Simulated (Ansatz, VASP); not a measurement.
Two plane-wave programs on Sc

```
Sc
1.0
    -1.89803    1.91721    1.71760
     1.89803   -1.91721    1.71760
     1.89803    1.91721   -1.71760
Sc
1
Direct
  0.00000 0.00000 0.00000
```

Change from the starting cell: strain -0.0100 x Voigt [1, 0, 0, 0, 0, 0], atoms carried along.

Alike in both runs: task single point; functional r2SCAN; k mesh 18 × 18 × 18; occupations gaussian, width 0.15 eV; no spin polarisation.

|  | VASP | Ansatz |
| --- | --- | --- |
| version | VASP 6.6.1 | Ansatz 0.2.0 |
| potentials or method | VASP PAW PBE potentials, release 64 (Sc_sv) | scalar-relativistic, plane waves, PAW |
| plane-wave cutoff (eV) | 520 | 500 |
| valence electrons in the cell | 11 | 11 |

|  | VASP | Ansatz | Ansatz less VASP |
| --- | --- | --- | --- |
| gap on the k mesh at the Fermi level (eV) | none | none | - |
| pressure (GPa) | 0.5 | 0.2 | -0.20 |
| largest component of the traceless stress (GPa) | 1.64 | 1.65 | +0.007 |

A gap of «none» marks a metal or a gap that the smearing closes.

Caveats: the PAW data sets were made with another functional, which shifts forces and pressure a little (VASP).
